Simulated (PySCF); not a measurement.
# SiS (silylene, thioxo-) in PySCF: settings compared, part 2 of 2

PySCF 2.14.0. The steps go on from the part before.

## Step 6: Atomic charges, LDA (atoms moved at random, drawn with an rms of 0.05 Å)

run.py reads:

```python
import json
import numpy as np
from pyscf.pbc import gto, scf, dft, df
from pyscf.pbc.tools import pyscf_ase
from ase.io import read

atoms = read('SiS.cif')
cell = pyscf_ase.cell_from_ase(atoms)
cell.basis = 'cc-pvdz'
cell.exp_to_discard = 0
cell.precision = 1e-08
cell.max_memory = 2520  # MB
cell.verbose = 4
cell.build()

res = {}
kpts = cell.make_kpts([1, 1, 1])
mf = dft.KRKS(cell, kpts, xc='LDA_X,LDA_C_PW')
mf = mf.density_fit()
mf.with_df._cderi = 'cderi.h5'  # three-centre integrals saved by an earlier run on this cell, basis and mesh
mf.conv_tol = 1e-07
mf.max_cycle = 60

mf.kernel()
res.update(converged=bool(mf.converged), e_tot=mf.e_tot, nelec=cell.nelectron, nao=cell.nao, mesh=list(map(int, cell.mesh)), a=cell.lattice_vectors().tolist(), coords=cell.atom_coords().tolist(),
           mo_energy=[np.real(x).tolist() for x in mf.mo_energy], mo_occ=[np.real(x).tolist() for x in mf.mo_occ])
res.update(kpts=cell.get_scaled_kpts(kpts).tolist())
res['parts'] = {k: float(np.real(v)) for k, v in mf.scf_summary.items() if np.isscalar(v)}
json.dump(res, open('results.json', 'w'))
if not mf.converged:
    raise SystemExit('SCF not converged')

print('levels (eV)')
for i, kp in enumerate(res['kpts'][:40]):
    print('k %7.4f %7.4f %7.4f  ' % tuple(kp), ' '.join('%.3f' % (x * 27.211386) for x in res['mo_energy'][i][:20]))

# Mulliken populations
dm, s = np.asarray(mf.make_rdm1()), np.asarray(mf.get_ovlp())
sites = cell.aoslice_by_atom()[:, 2:]
tot = np.einsum('kij,kji->i', dm, s).real / len(kpts)
res['mulliken'] = [cell.atom_charge(i) - tot[a0:a1].sum() for i, (a0, a1) in enumerate(sites)]
print('Mulliken charges', np.round(res['mulliken'], 5))
res['meta_lowdin'] = mf.mulliken_meta()[1].tolist()
res['done'] = True
json.dump(res, open('results.json', 'w'))
```

SiS.cif reads:

```cif
data_SiS
_cell_length_a 9.00000000
_cell_length_b 9.00000000
_cell_length_c 11.00000000
_cell_angle_alpha 90.00000000
_cell_angle_beta 90.00000000
_cell_angle_gamma 90.00000000
_space_group_name_H-M_alt 'P1'
_space_group_name_Hall 'P 1'
_space_group_IT_number 1
loop_
_space_group_symop_operation_xyz
'x,y,z'
loop_
_atom_site_label
_atom_site_type_symbol
_atom_site_symmetry_multiplicity
_atom_site_Wyckoff_symbol
_atom_site_fract_x
_atom_site_fract_y
_atom_site_fract_z
_atom_site_occupancy
Si1 Si 1 a 0.5051330000 0.4987620000 0.4154730000 1
S1 S 1 a 0.4983380000 0.5041980000 0.5932430000 1
```

Potentials or basis: cc-pvdz (all-electron).

Started as:

```sh
> OMP_NUM_THREADS=2 python -u run.py > log
```

The program printed:

```text
Discarded 0 diffused primitive functions, 0 contracted functions

PySCF version 2.14.0

[INPUT] verbose = 4
[INPUT] num. atoms = 2
[INPUT] num. electrons = 30
[INPUT] charge = 0
[INPUT] spin (= nelec alpha-beta = 2S) = 0
[INPUT] symmetry False subgroup None
[INPUT] Mole.unit = angstrom
[INPUT] Symbol           X                Y                Z      unit          X                Y                Z       unit  Magmom
[INPUT]  1 Si     4.546197000000   4.488858000000   4.570203000000 AA    8.591067238319   8.482712232063   8.636432003666 Bohr   0.0
[INPUT]  2 S      4.485042000000   4.537782000000   6.525673000000 AA    8.475501037172   8.575165192981  12.331734748469 Bohr   0.0

nuclear repulsion = -8.16123349791481
number of shells = 10
number of NR pGTOs = 82
number of NR cGTOs = 36
basis = cc-pvdz
ecp = {}
lattice vectors  a1 [17.007535121, 0.000000000, 0.000000000]
                 a2 [0.000000000, 17.007535121, 0.000000000]
                 a3 [0.000000000, 0.000000000, 20.786987370]
dimension = 3
low_dim_ft_type = None
Cell volume = 6012.77
exp_to_discard = 0
rcut = 25.525451153069152 (nimgs = [2 2 2])
precision = 1e-08
pseudo = None
ke_cutoff = 5582325.433839124
    = [18091 18091 22111] mesh (7236582737191 PWs)

******** <class 'pyscf.pbc.dft.krks.KRKS'> ********
method = KRKS
initial guess = minao
damping factor = 0
level_shift factor = 0
DIIS = <class 'pyscf.scf.diis.CDIIS'>
diis_start_cycle = 1
diis_space = 8
diis_damp = 0
SCF conv_tol = 1e-07
SCF conv_tol_grad = None
SCF max_cycles = 60
direct_scf = True
[... 39 lines left out ...]
nelec by numeric integration = 30.000008801806388
cycle= 3 E= -685.168065096417  delta_E= -1.31  |g|= 0.0529  |ddm|= 1.65
  HOMO = -0.239185445458  LUMO = -0.100495489391  gap/eV = 3.77395
nelec by numeric integration = 30.000008520243746
cycle= 4 E= -685.168294264315  delta_E= -0.000229  |g|= 0.0519  |ddm|= 0.15
  HOMO = -0.235393880408  LUMO = -0.0969595547828  gap/eV = 3.76699
nelec by numeric integration = 30.000008695446375
cycle= 5 E= -685.169392923826  delta_E= -0.0011  |g|= 0.00959  |ddm|= 0.0517
  HOMO = -0.234836234355  LUMO = -0.0966211115856  gap/eV = 3.76103
nelec by numeric integration = 30.000008663871192
cycle= 6 E= -685.169433875569  delta_E= -4.1e-05  |g|= 0.00337  |ddm|= 0.0119
  HOMO = -0.234893652218  LUMO = -0.0965898105492  gap/eV = 3.76344
nelec by numeric integration = 30.000008661983966
cycle= 7 E= -685.169438488947  delta_E= -4.61e-06  |g|= 0.000378  |ddm|= 0.00297
  HOMO = -0.234878419817  LUMO = -0.0965709539774  gap/eV = 3.76354
nelec by numeric integration = 30.00000866240338
cycle= 8 E= -685.169438538196  delta_E= -4.92e-08  |g|= 9.68e-05  |ddm|= 0.000308
  HOMO = -0.234882599549  LUMO = -0.096568279457  gap/eV = 3.76372
nelec by numeric integration = 30.000008661851933
Extra cycle  E= -685.169438487406  delta_E= 5.08e-08  |g|= 0.000369  |ddm|= 0.000452
converged SCF energy = -685.169438487406
levels (eV)
k  0.0000  0.0000  0.0000   -2386.335 -1772.883 -207.268 -154.275 -154.275 -154.263 -137.355 -94.999 -94.999 -94.842 -17.126 -10.367 -6.640 -6.640 -6.391 -2.628 -2.628 1.138 5.424 7.140
Mulliken charges [ 0.15692 -0.15692]
 ** Mulliken pop on meta-lowdin orthogonal AOs **
 ** Mulliken pop  **
pop of  0 Si 1s           2.00000
pop of  0 Si 2s           1.99961
pop of  0 Si 3s           1.80188
pop of  0 Si 4s           0.01557
pop of  0 Si 2px          1.99974
pop of  0 Si 2py          1.99974
pop of  0 Si 2pz          1.99978
pop of  0 Si 3px          0.51030
pop of  0 Si 3py          0.51017
pop of  0 Si 3pz          0.89050
pop of  0 Si 4px          0.00093
pop of  0 Si 4py          0.00093
pop of  0 Si 4pz          0.01364
pop of  0 Si 3dxy         0.00002
pop of  0 Si 3dyz         0.00996
pop of  0 Si 3dz^2        0.01017
pop of  0 Si 3dxz         0.00996
pop of  0 Si 3dx2-y2      0.00002
pop of  1 S 1s            2.00000
pop of  1 S 2s            1.99965
pop of  1 S 3s            1.79131
pop of  1 S 4s            0.00471
pop of  1 S 2px           1.99981
pop of  1 S 2py           1.99981
pop of  1 S 2pz           1.99982
pop of  1 S 3px           1.47440
pop of  1 S 3py           1.47440
pop of  1 S 3pz           1.45886
pop of  1 S 4px           0.00029
pop of  1 S 4py           0.00029
pop of  1 S 4pz           0.00402
pop of  1 S 3dxy          0.00001
pop of  1 S 3dyz          0.00492
pop of  1 S 3dz^2         0.00985
pop of  1 S 3dxz          0.00492
pop of  1 S 3dx2-y2       0.00001
 ** Mulliken atomic charges  **
charge of    0Si =      0.22709
charge of    1S =     -0.22709
```

Wall time 4 s (2 threads of Intel Xeon at 2.70GHz, shared host); peak memory 0.57 GiB.

What came out:

- Free energy: -18644.4102 eV
- Gap between the frontier levels: 3.76 eV
- Meta-löwdin charges: Si +0.23; S -0.23 e

Caveat: this is a molecule in a periodic box at the Γ point, so its band gap is the HOMO-LUMO gap; population charges move with the basis; the basis of atomic orbitals isn't converged, which shifts pressures, moduli and gaps.

## Step 7: Overview

```csv
level,exxdiv,three-centre integrals,three-body dispersion term,gap on the mesh (eV)
PBE,-,-,-,3.80
r2SCANh,ewald,read from an earlier run's file,-,4.85
r2SCAN,-,read from an earlier run's file,-,4.13
revPBE+D3(BJ),-,read from an earlier run's file,no,3.81
LDA,-,read from an earlier run's file,-,3.76
```

Alike in all rows: task atomic charges; potentials or basis cc-pvdz (all-electron); no spin polarisation; cell atoms moved at random, drawn with an rms of 0.05 Å; k mesh 1 × 1 × 1; smearing fixed.

Caveats: this is a molecule in a periodic box at the Γ point, so its band gap is the HOMO-LUMO gap; the basis of atomic orbitals isn't converged, which shifts pressures, moduli and gaps.

Absolute energies hang on the potentials; compare differences alone.
